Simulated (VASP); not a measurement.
Runs of VASP 6.6.1 on TaN. The structure is cubic, space group F-43m (No. 216). Conventional cell: a = 4.982 Å, b = 4.982 Å, c = 4.982 Å, α = 90.00°, β = 90.00°, γ = 90.00°. Ta (site symmetry -43m) has 4 N at 2.16 Å as nearest neighbours. N (site symmetry -43m) has 4 Ta at 2.16 Å as nearest neighbours. The cell comes from a database or a generator and needn't be the stable form of this composition.

```tsv
level	spin	U	fixed moment (μB)	gap on the mesh (eV)	pressure (GPa)	moment (μB)
PBEsol	collinear, ferromagnetic start	-	-	none	-30.5	0.00
PBEsol	collinear, zero start	-	-	none	-30.5	0.00
PBEsol+U	collinear, ferromagnetic start	Ta d U = 4 eV	-	none	-24.5	(a)
PBEsol+U	collinear, ferromagnetic start	Ta d U = 4 eV	3	-	0.0	3.00
PBEsol	collinear, random start	-	-	none	-30.6	0.00
```

Alike in all rows: task single point; potentials or basis VASP PAW PBE potentials, release 64 (Ta_pv, N); cell as given; k mesh 7 × 7 × 7; cutoff (eV) 520; smearing gaussian 0.05 eV.

**Question.** Estimate the missing entries.

**Answer.** (a) 0.03.

Caveats: the PAW data sets were made with another functional, which shifts forces and pressure a little; a pressure of tens of GPa on the cell as given is suspect, and the run, the potentials or the cell itself is likely at fault (some runs); the moment is held away from its start (some runs); the total moment is fixed, so each spin has its own Fermi level (some runs).

A k mesh can miss the band edges, and the runs leave out spin-orbit coupling on Ta.

A gap of «none» marks a metal or a gap under the smearing width.
